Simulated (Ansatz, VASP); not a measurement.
One calculation of NaF, two programs

Contents of INCAR:

```
SYSTEM = NaF
PREC     = Accurate       ! precision mode
ENCUT    = 520            ! plane-wave cutoff, eV
EDIFF    = 1E-8           ! SCF threshold, eV
ISMEAR   = -1             ! smearing method
SIGMA    = 0.02           ! smearing width, eV
LREAL    = .False.        ! projectors in reciprocal space
LASPH    = .True.         ! aspherical terms in the spheres
NELM     = 100            ! most SCF steps
ALGO     = Normal         ! electronic algorithm
ISIF     = 2              ! what is computed and relaxed
LWAVE    = .False.        ! write WAVECAR
LCHARG   = .False.        ! write CHGCAR
GGA      = CA             ! functional
LEFG     = .True.       
NBANDS   = 14             ! bands
```

KPOINTS

```
regular mesh
0
Gamma
  10 10 10
  0 0 0
```

POSCAR

```
NaF
1.0
    0.0000000000      2.2919002049      2.2919002049
    2.2919002049      0.0000000000      2.2919002049
    2.2919002049      2.2919002049      0.0000000000
Na F
1 1
Direct
    0.0000000000      0.0000000000      0.0000000000
    0.5000000000      0.5000000000      0.5000000000
```

Input for Ansatz:

```yaml
crystal:
  lattice:
    - [0.0, 2.2919002049, 2.2919002049]
    - [2.2919002049, 0.0, 2.2919002049]
    - [2.2919002049, 2.2919002049, 0.0]
  atoms:
    - { symbol: Na, position: [0.0, 0.0, 0.0] }
    - { symbol: F, position: [0.5, 0.5, 0.5] }
kpoints:
  mp_grid: { grid: [10, 10, 10] }
scf:
  occupations: { method: fermi_dirac, width: 0.02 }
hamiltonian:
  xc: lda
  pseudopotentials: { kind: paw }
output:
  forces: true
  stress: true
  eigenvalues: true
  efg: { contact_densities: true }
  write_density: true
  write_potential: true
  elf: true
  volumetric_format: npy
```

Change from the starting cell: volume scaled by 0.96, PAW files.

Alike in both runs: task electric field gradients; functional LDA; k mesh 10 × 10 × 10; occupations fermi-dirac, width 0.02 eV; no spin polarisation.

```csv
,VASP,Ansatz
version,VASP 6.6.1,Ansatz 0.2.0
potentials or method,"VASP PAW LDA potentials, release 64 (Na_pv, F)","PAW with Ansatz's default frozen-core files, scalar-relativistic"
plane-wave cutoff (eV),520,420
valence electrons in the cell,14,16
```

|  | VASP | Ansatz | Ansatz less VASP |
| --- | --- | --- | --- |
| gap on the k mesh at the Fermi level (eV) | 6.13 | 6.15 | +0.021 |
| pressure (GPa) | -3.0 | -2.9 | +0.06 |
| Vzz of the field gradient on the site that differs most (V/Å²) | 0.0 | 0.0 | -0.01 |

The two sets of potentials don't hold the same shells in valence.

A k mesh can miss the band edges.
